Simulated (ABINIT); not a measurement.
**SiC (Moissanite): G0W0 in ABINIT against the bands in the screening**

Aim: move the bands in the screening of a G0W0 run on SiC (Moissanite) over a wide range.

Method: PBE and many-body steps on it, plane waves, in ABINIT 10.8.3.

Report form: the programs' logs are mostly left out.

## Step 1: The starting structure

Symmetry: P6_3mc, No. 186, hexagonal system. Conventional cell: a = 3.076 Å, b = 3.076 Å, c = 5.048 Å, α = 90.00°, β = 90.00°, γ = 120.00°. Nearest to Si lie 4 C at 1.87 to 1.94 Å. C has 4 Si at 1.87 to 1.94 Å nearest. Farther neighbours are not listed.

The cell and positions come from the Crystallography Open Database and are kept as given unless a step says otherwise.

## Step 2: Screening, 6×6×4 mesh, 16 bands, screening to 163.3 eV

This step: ABINIT 10.8.3; RPA screening on PBE, plane waves, norm-conserving pseudopotentials.

The RPA dielectric matrix is built and inverted for each q.

Input file run.abi:

```
acell 3*1.0 Angstrom
rprim 
  3.075999999976 0.000000000005 0.000000000000
  -1.537999999993 2.663894142018 0.000000000000
  0.000000000000 0.000000000000 5.048000000000
ntypat 2
znucl 14 6
natom 4
typat 1 1 2 2
xred 
  0.333333333333 0.666666666667 0.000000000000
  0.666666666667 0.333333333333 0.500000000000
  0.333333333333 0.666666666667 0.385000000000
  0.666666666667 0.333333333333 0.885000000000
pp_dirpath "pseudos"
pseudos "Si.upf, C.upf"
ecut 37
ngkpt 6 6 4
nshiftk 1
shiftk 0 0 0
kptopt 1
chksymbreak 0
istwfk *1
occopt 1
irdwfk 1
optdriver 3
nband 16
ecuteps 6
inclvkb 2
awtr 1
symchi 1
indata_prefix "in"
outdata_prefix "out"
tmpdata_prefix "tmp"
```

Launch:

```sh
$ OMP_NUM_THREADS=1 mpirun -n 4 abinit run.abi > log
```

Wall time 11 s (4 MPI ranks of Arm Neoverse V1, shared host); peak memory 0.58 GiB; 42 s of CPU time.

Numbers from this step:

- ε∞ with local fields, on this mesh, along the program's q direction: 6.720
- the same without local fields: 7.285
- plasma frequency: 23.09 eV
- plane waves in the screening matrix: 197

Local fields lower ε∞ by 8 %.

## Step 3: 16 bands

This step: G0W0 on PBE, plane waves, norm-conserving pseudopotentials.

run.abi: that of step 2 with these lines changed.

```diff
@@ -25,8 +25,19 @@
 irdwfk 1
-optdriver 3
-nband 16
+optdriver 4
+nband 75
+gwcalctyp 0
+ecutsigx 37
+symsigma 1
+nkptgw 3
+kptgw 
+  0.0000000000 0.0000000000 0.0000000000
+  0.3333333333 0.3333333333 0.0000000000
+  0.5000000000 0.0000000000 0.0000000000
+bdgw 
+  6 10
+  7 10
+  7 10
 ecuteps 6
-inclvkb 2
-awtr 1
-symchi 1
+irdscr 1
+ppmodel 1
 indata_prefix "in"
```

It took 17 s on 4 MPI ranks; peak memory 0.95 GiB; 68 s of CPU time.

This step gave:

```yaml
g0w0_gap_on_the_points_computed: 3.121 eV
starting_gap_on_the_mesh: 2.329 eV
k_of_the_valence_top: 0, 0, 0
k_of_the_conduction_bottom: 0.3333, 0.3333, 0
z_at_the_valence_top: 0.794
z_at_the_conduction_bottom: 0.829
least_direct_g0w0_gap_on_the_computed_points: 5.167 eV
```

## Step 4: Screening, 6×6×4 mesh, 23 bands, screening to 163.3 eV

This step: RPA screening on PBE, plane waves, norm-conserving pseudopotentials.

run.abi: that of step 3 with these lines changed.

```diff
@@ -25,19 +25,8 @@
 irdwfk 1
-optdriver 4
-nband 75
-gwcalctyp 0
-ecutsigx 37
-symsigma 1
-nkptgw 3
-kptgw 
-  0.0000000000 0.0000000000 0.0000000000
-  0.3333333333 0.3333333333 0.0000000000
-  0.5000000000 0.0000000000 0.0000000000
-bdgw 
-  6 10
-  7 10
-  7 10
+optdriver 3
+nband 23
 ecuteps 6
-irdscr 1
-ppmodel 1
+inclvkb 2
+awtr 1
+symchi 1
 indata_prefix "in"
```

It took 18 s on 4 MPI ranks; peak memory 0.62 GiB.

Numbers from this step:

```
ε∞ with local fields, on this mesh, along the program's q direction : 6.809
the same without local fields                                       : 7.444
plasma frequency                                                    : 23.09 eV
plane waves in the screening matrix                                 : 197
```

## Step 5: 23 bands

The self-energy is evaluated for the states that the input lists, and the levels follow from it, in one-shot runs by the linearised quasiparticle equation.

This step: G0W0 on PBE, plane waves, norm-conserving pseudopotentials.

run.abi: that of step 4 with these lines changed.

```diff
@@ -25,8 +25,19 @@
 irdwfk 1
-optdriver 3
-nband 23
+optdriver 4
+nband 75
+gwcalctyp 0
+ecutsigx 37
+symsigma 1
+nkptgw 3
+kptgw 
+  0.0000000000 0.0000000000 0.0000000000
+  0.3333333333 0.3333333333 0.0000000000
+  0.5000000000 0.0000000000 0.0000000000
+bdgw 
+  6 10
+  7 10
+  7 10
 ecuteps 6
-inclvkb 2
-awtr 1
-symchi 1
+irdscr 1
+ppmodel 1
 indata_prefix "in"
```

It took 17 s on 4 MPI ranks; peak memory 0.95 GiB; 69 s of CPU time.

This step gave:

```yaml
g0w0_gap_on_the_points_computed: 2.971 eV
starting_gap_on_the_mesh: 2.329 eV
k_of_the_valence_top: 0, 0, 0
k_of_the_conduction_bottom: 0.3333, 0.3333, 0
z_at_the_valence_top: 0.796
z_at_the_conduction_bottom: 0.828
least_direct_g0w0_gap_on_the_computed_points: 5.006 eV
```

The gap on the mesh goes from 2.33 eV to 2.97 eV, a correction of +0.64 eV.

## Step 6: Screening, 6×6×4 mesh, 75 bands, screening to 163.3 eV

This step: RPA screening on PBE, plane waves, norm-conserving pseudopotentials.

run.abi: that of step 5 with these lines changed.

```diff
@@ -25,19 +25,8 @@
 irdwfk 1
-optdriver 4
+optdriver 3
 nband 75
-gwcalctyp 0
-ecutsigx 37
-symsigma 1
-nkptgw 3
-kptgw 
-  0.0000000000 0.0000000000 0.0000000000
-  0.3333333333 0.3333333333 0.0000000000
-  0.5000000000 0.0000000000 0.0000000000
-bdgw 
-  6 10
-  7 10
-  7 10
 ecuteps 6
-irdscr 1
-ppmodel 1
+inclvkb 2
+awtr 1
+symchi 1
 indata_prefix "in"
```

It took 68 s on 4 MPI ranks; peak memory 0.92 GiB; 4.5 min of CPU time.

This step gave:

- ε∞ with local fields, on this mesh, along the program's q direction: 6.838
- the same without local fields: 7.492
- plasma frequency: 23.09 eV
- plane waves in the screening matrix: 197

## Step 7: 75 bands

This step: G0W0 on PBE, plane waves, norm-conserving pseudopotentials.

run.abi: that of step 6 with these lines changed.

```diff
@@ -25,8 +25,19 @@
 irdwfk 1
-optdriver 3
+optdriver 4
 nband 75
+gwcalctyp 0
+ecutsigx 37
+symsigma 1
+nkptgw 3
+kptgw 
+  0.0000000000 0.0000000000 0.0000000000
+  0.3333333333 0.3333333333 0.0000000000
+  0.5000000000 0.0000000000 0.0000000000
+bdgw 
+  6 10
+  7 10
+  7 10
 ecuteps 6
-inclvkb 2
-awtr 1
-symchi 1
+irdscr 1
+ppmodel 1
 indata_prefix "in"
```

Wall time 17 s (4 MPI ranks); peak memory 0.95 GiB; 68 s of CPU time.

This step gave:

```
G0W0 gap on the points computed              : 2.879 eV
starting gap on the mesh                     : 2.329 eV
k of the valence top                         : 0, 0, 0
k of the conduction bottom                   : 0.3333, 0.3333, 0
least direct G0W0 gap on the computed points : 4.919 eV
```

Against the run before, the gap moves by −0.092 eV.

## Step 8: Screening, 6×6×4 mesh, 163 bands, screening to 163.3 eV

This step: RPA screening on PBE, plane waves, norm-conserving pseudopotentials.

run.abi: that of step 7 with these lines changed.

```diff
@@ -25,19 +25,8 @@
 irdwfk 1
-optdriver 4
-nband 75
-gwcalctyp 0
-ecutsigx 37
-symsigma 1
-nkptgw 3
-kptgw 
-  0.0000000000 0.0000000000 0.0000000000
-  0.3333333333 0.3333333333 0.0000000000
-  0.5000000000 0.0000000000 0.0000000000
-bdgw 
-  6 10
-  7 10
-  7 10
+optdriver 3
+nband 163
 ecuteps 6
-irdscr 1
-ppmodel 1
+inclvkb 2
+awtr 1
+symchi 1
 indata_prefix "in"
```

Run time: 2.5 min. Hardware: 4 MPI ranks; peak memory 1.5 GiB; 10 min of CPU time.

This step gave:

```
ε∞ with local fields, on this mesh, along the program's q direction : 6.846
the same without local fields                                       : 7.494
plasma frequency                                                    : 23.09 eV
plane waves in the screening matrix                                 : 197
```

## Step 9: 163 bands

This step: G0W0 on PBE, plane waves, norm-conserving pseudopotentials.

run.abi: that of step 8 with these lines changed.

```diff
@@ -25,8 +25,19 @@
 irdwfk 1
-optdriver 3
-nband 163
+optdriver 4
+nband 75
+gwcalctyp 0
+ecutsigx 37
+symsigma 1
+nkptgw 3
+kptgw 
+  0.0000000000 0.0000000000 0.0000000000
+  0.3333333333 0.3333333333 0.0000000000
+  0.5000000000 0.0000000000 0.0000000000
+bdgw 
+  6 10
+  7 10
+  7 10
 ecuteps 6
-inclvkb 2
-awtr 1
-symchi 1
+irdscr 1
+ppmodel 1
 indata_prefix "in"
```

The job ended after 17 s (4 MPI ranks; peak memory 0.95 GiB).

Numbers from this step:

- G0W0 gap on the points computed: 2.884 eV
- starting gap on the mesh: 2.329 eV
- k of the valence top: 0, 0, 0
- k of the conduction bottom: 0.3333, 0.3333, 0
- least direct G0W0 gap on the computed points: 4.918 eV

Against the run before, the gap moves by +0.005 eV.

## Step 10: Side by side

Times are wall times on 4 MPI ranks of Arm Neoverse V1, shared host, good to a factor of about two. A run's time includes the screening step that it read.

```tsv
run	mesh	bands	screening cutoff (eV)	DFT gap (eV)	gap on the mesh (eV)	direct (eV)	ε∞ used	time
16 bands	6×6×4	75	163.3	2.329	3.121	5.167	6.72	28 s
23 bands	6×6×4	75	163.3	2.329	2.971	5.006	6.81	36 s
75 bands	6×6×4	75	163.3	2.329	2.879	4.919	6.84	85 s
163 bands	6×6×4	75	163.3	2.329	2.884	4.918	6.85	2.8 min
```

## Step 11: Results

| Property | Result |
| --- | --- |
| 16 bands | 3.121 eV |
| 23 bands | 2.971 eV |
| 75 bands | 2.879 eV |
| 163 bands | 2.884 eV |
| known limits | not at the basis limit |

**Reading.** The setting moved: bands in the screening. From 16 bands to 163 bands the gap moves by −0.24 eV, for 6.1 times the time. It holds to 0.03 eV from 75 bands on. Bands and screening cutoff are coupled, so a series along one setting does not show full convergence. Bands and cutoff are finite, so the gap is not at the basis limit. The miss can reach some tenths of an eV and take either sign; the mesh is an error of its own. In the G0W0 runs levels were corrected at 3 k points alone, so a gap called «on the mesh» is the least over those, and an edge elsewhere would be missed.

[Paths, hosts, dates, memory and timing lines, banners, echoed tables and standing remarks are left out of the program output.]

[Logs are printed without paths, hosts, clocks, repeated set-up lines and the standing remarks that a program may print on its own settings, such as how far it seeks lower states.]

[Runs of the session that timed out or met a known fault of the program may be left out.]

[Hosts, paths, dates, database ids (printed as entryN), source tags and the programs' standing remarks are cut or masked in the printed files.]

[G0W0 gaps are taken among the corrected bands and points alone; a level outside them can change the order at an edge.]

[Where Ansatz stands beside ABINIT at settings called matched, ABINIT's density can come from a denser mesh and the files from another edition; pairs whose starting gaps differed by over 0.03 eV were left out, so agreement reads better than it is.]
